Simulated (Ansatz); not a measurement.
Input of an Ansatz 0.2.0 run:

input.yaml

```yaml
crystal:
  lattice:
    - [2.8672622327, 0.0, 0.0]
    - [-1.4336311163, 2.4831219328, 0.0]
    - [0.0, 0.0, 4.678083]
  atoms:
    - { symbol: Ti, position: [0.0, 0.0, 0.0] }
    - { symbol: Al, position: [0.3333333333, 0.6666666667, 0.5] }
hamiltonian:
  xc: pbe
  pseudopotentials: { kind: paw }
kpoints:
  mp_grid: { grid: [11, 11, 6] }
scf:
  occupations: { method: fermi_dirac, width: 0.05 }
output:
  forces: true
  stress: true
  eigenvalues: true
relax:
  f_tol: 0.01
  max_steps: 40
  cell: { stress_tol: 0.05 }
```

Potentials or basis: Ansatz PAW.

Launch:

```console
$ ansatz run input.yaml --threads 2 --pin off --max-ram 5632MiB --backend cpu --events-out ev --progress --plain --runs-dir out
```

Q: Predict the band gap on the k mesh.

A: None (metal or under the smearing width).

Q: Estimate the relaxed volume.

A: 16.72 Å³/atom.

Q: Predict the space group after relaxing (to 0.05 Å).

A: P-6m2 (No. 187).

Q: Predict the relaxed cell.

A: a = 2.886 Å, b = 2.886 Å, c = 4.637 Å, α = 90.00°, β = 90.00°, γ = 120.00°.

Final structure:
```
Ti Al
1.0
     2.88580    0.00000    0.00000
    -1.44290    2.49918    0.00000
     0.00000    0.00000    4.63750
Ti Al
1 1
Cartesian
  0.0000 0.0000 0.0000
  0.0000 1.6661 2.3187
```
